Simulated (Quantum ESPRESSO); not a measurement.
The system is HfO2.

```
CELL_PARAMETERS angstrom
0.00000 2.55750 2.55750
2.55750 0.00000 2.55750
2.55750 2.55750 0.00000
ATOMIC_POSITIONS crystal
Hf 0.00000 0.00000 0.00000
O 0.75000 0.75000 0.75000
O 0.25000 0.25000 0.25000
```

Measurements of this composition are mostly on another form, of space group No. 14.

Base run:

```yaml
Program: Quantum ESPRESSO 7.5
Functional: PBE
Potentials_or_basis: SSSP 1.3 efficiency PBE
Cutoff: 816 eV
Density_cutoff: 5987 eV
k_mesh: 9 × 9 × 9
Occupations: fermi-dirac, width 0.05 eV
Spin: no spin polarisation
Hubbard_terms: Hf d U = 6 eV
```

Its results: band gap on the k mesh 4.95 eV, indirect (least direct gap 5.05 eV); pressure 4.5 GPa.

After a change of settings the same cell gave: band gap on the k mesh 4.74 eV, indirect (least direct gap 4.85 eV); pressure 2.8 GPa. Which change was it?
A. hubbard terms from Hf d U = 6 eV to Hf d U = 4 eV
B. hubbard terms from Hf d U = 6 eV to Hf d U = 5 eV
C. potentials or basis from SSSP 1.3 efficiency PBE to SG15 PBE 1.2; cutoff from 816 eV to 1197 eV; density cutoff from 5987 eV to 4789 eV; hubbard terms from Hf d U = 6 eV to none; hubbard projectors from ortho-atomic to none; valence electrons from 24 to 38
D. hubbard terms from Hf d U = 6 eV to none

B.

Caveats: spin-orbit coupling is left out, which moves the levels of the heavy elements; an odd mesh through Γ misses points on the zone boundary, where band edges often lie.
